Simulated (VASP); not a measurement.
Set up this calculation in VASP 6.6.1, as an ASE script.

```
Task                   : band structure
Functional             : PBE
Dispersion             : D3
Potentials or basis    : VASP PAW PBE potentials, release 64 (Hf_pv, B)
Cutoff                 : 520 eV
k mesh                 : 7 × 7 × 6
Occupations            : gaussian, width 0.05 eV
Spin                   : spin-orbit coupling, no magnetisation
Hubbard terms          : Hf d U = 6 eV, J = 0.9 eV
LDAUTYPE               : 1
Hund's J               : 0.9
Further INCAR settings : ALGO = Fast; EDIFF = 1.00e-06; ISYM = 0
```

HfB2:

```
Hf B
1.0
     3.12098    0.01631   -0.01182
    -1.54636    2.74713    0.04996
    -0.01310    0.05638    3.45654
Hf B
1 2
Direct
  0.00000 0.00000 0.00000
  0.66667 0.33333 0.50000
  0.33333 0.66667 0.50000
```

The cell isn't the ideal one: cell strained at random at fixed volume.

These files were run (other wordings do the same):

run.py

```python
from ase import Atoms
from ase.calculators.vasp import Vasp
from ase.dft.bandgap import bandgap

atoms = Atoms(
    ['Hf', 'B', 'B'],
    cell=[[3.120983, 0.016313, -0.01182], [-1.546364, 2.747134, 0.049962], [-0.0131, 0.056375, 3.456542]],
    scaled_positions=[[0.0, 0.0, 0.0], [0.6666666667, 0.3333333333, 0.5], [0.3333333333, 0.6666666667, 0.5]],
    pbc=True,
)
calc = Vasp(
    directory='calc',
    xc='pbe',
    pp='PBE',
    setups='recommended',
    prec='Accurate',
    encut=520,
    ediff=1e-06,
    ismear=0,
    sigma=0.05,
    lreal=False,
    lasph=True,
    nelm=100,
    algo='Fast',
    isif=2,
    lwave=False,
    lcharg=True,
    lorbit=11,
    lsorbit=True,
    gga_compat=False,
    lmaxmix=4,
    ldautype=1,
    ldauprint=1,
    ivdw=11,
    ldau_luj={'Hf': {'L': 2, 'U': 6, 'J': 0.9}},
    kpts=[7, 7, 6],
    gamma=True,
)
atoms.calc = calc

print('energy (eV):', atoms.get_potential_energy())
print('free energy (eV):', atoms.get_potential_energy(force_consistent=True))
efermi = calc.get_fermi_level()
print('Fermi level (eV):', efermi)
path = atoms.cell.bandpath(npoints=40, eps=1e-4)
print('path:', path.path)
calc.set(kpts=path.kpts, reciprocal=True, icharg=11, isym=0, lcharg=False)
calc.calculate(atoms)
print('gap on the path (eV):', bandgap(calc, efermi=efermi)[0])
print('direct gap on the path (eV):', bandgap(calc, efermi=efermi, direct=True)[0])
```

Potentials or basis: VASP PAW PBE potentials, release 64 (Hf_pv, B).

Launch:

```sh
$ python run.py
```

It gave:

```yaml
Dispersion_energy_per_atom: -0.258 eV
```

Caveat: the log is that of the step along the path at fixed density, whose energy, stress, charges and moments have no meaning; the U is typed as a test and isn't derived for this compound.

Run time: 5.6 min on 1 thread of AMD EPYC 7R43 64-Core Processor (Zen 3), with other jobs on the host, peak memory 0.2 GiB.
